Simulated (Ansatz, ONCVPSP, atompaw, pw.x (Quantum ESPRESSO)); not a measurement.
Which Si potential is closest to all-electron in the bcc crystal?

All use PBE, scalar-relativistic, no spin, cutoffs from each file’s atomic test, pw.x 7.5; 15³ k-points, Fermi–Dirac smearing 0.01 Ry. Δ is the rms difference from all-electron LAPW of the E(V) curves that follow from fits to the pressures, over ±6 % in volume. Mesh and smearing are coarse and serve the comparison alone. The files are a selection: those with a ghost or negative overlap were mostly not run, and those with noisy or unconverged pressures or nearly equal Δ are left out.

All-electron: a0 = 3.083 Å (V0 = 14.65 Å³/atom), B0 = 93.0 GPa.

(1) Rank them by Δ, smallest first.
A. PAW, atompaw 4.2.0.5, PBE; core [Ne], reference 3s2 3p2; waves: 3s (bound): rc 2.10 bohr; 3s channel at 0.95 Ry: rc 2.10 bohr; 3p (bound): rc 2.10 bohr; 3p channel at 0.15 Ry: rc 1.85 bohr; 3d channel at 0.35 Ry: rc 2.10 bohr; 3d channel at 1.35 Ry: rc 2.10 bohr; local part: troulliermartins scheme with l = 3 at 0.5 Ry, radius 1.55 bohr; core correction: smooth core density matched at 1.45 bohr; augmentation: sinc compensation charge, radius 1.80 bohr; PAW radius 2.10 bohr; waves and projectors: custom rrkj gramschmidtortho.
B. optimised norm-conserving Vanderbilt (ONCV), ONCVPSP 4.0.1.1 (patched build), PBE; core [Ne], reference 3s2 3p2; waves: 3s: rc 1.65 bohr, ncon 4, nbas 9, qcut 4.2 1/bohr, 3 projectors, debl 2.9 Ha; 3p: rc 2.20 bohr, ncon 3, nbas 8, qcut 4.4 1/bohr, 1 projector; d scattering state at 0.33 Ha: rc 2.20 bohr, ncon 3, nbas 7, qcut 5 1/bohr, 1 projector; local part: polynomial inside 1.40 bohr (lpopt 3, dvloc0 3 Ha); core correction: Teter function fitted to the true core (icmod 2), fcfact 0.4.
C. optimised norm-conserving Vanderbilt (ONCV), ONCVPSP 4.0.1.1 (patched build), PBE; core [Ne], reference 3s1 3p3; waves: 3s: rc 1.75 bohr, ncon 5, nbas 9, qcut 3.3 1/bohr, 2 projectors, debl 1.8 Ha; 3p: rc 1.75 bohr, ncon 4, nbas 8, qcut 3.9 1/bohr, 1 projector; d scattering state at 0.15 Ha: rc 1.35 bohr, ncon 4, nbas 7, qcut 8.1 1/bohr, 2 projectors, debl 1.6 Ha; local part: polynomial inside 1.35 bohr (lpopt 5, dvloc0 1 Ha); core correction: Teter function, fcfact 5.5, rcfact 1.35.
D. optimised norm-conserving Vanderbilt (ONCV), ONCVPSP 4.0.1.1 (patched build), PBE; core [Ne], reference 3s2 3p2; waves: 3s: rc 1.55 bohr, ncon 4, nbas 8, qcut 3.7 1/bohr, 2 projectors, debl 3.1 Ha; 3p: rc 2.45 bohr, ncon 4, nbas 7, qcut 3.5 1/bohr, 2 projectors, debl 3.9 Ha; d scattering state at 0.25 Ha: rc 2.10 bohr, ncon 4, nbas 9, qcut 4 1/bohr, 2 projectors, debl 1.3 Ha; local part: polynomial inside 1.40 bohr (lpopt 5, dvloc0 2 Ha); core correction: Teter function, fcfact 3.5, rcfact 1.45.

Results:

(1) A (0.3 meV/atom), B (0.5 meV/atom), D (1.7 meV/atom), C (3.2 meV/atom).
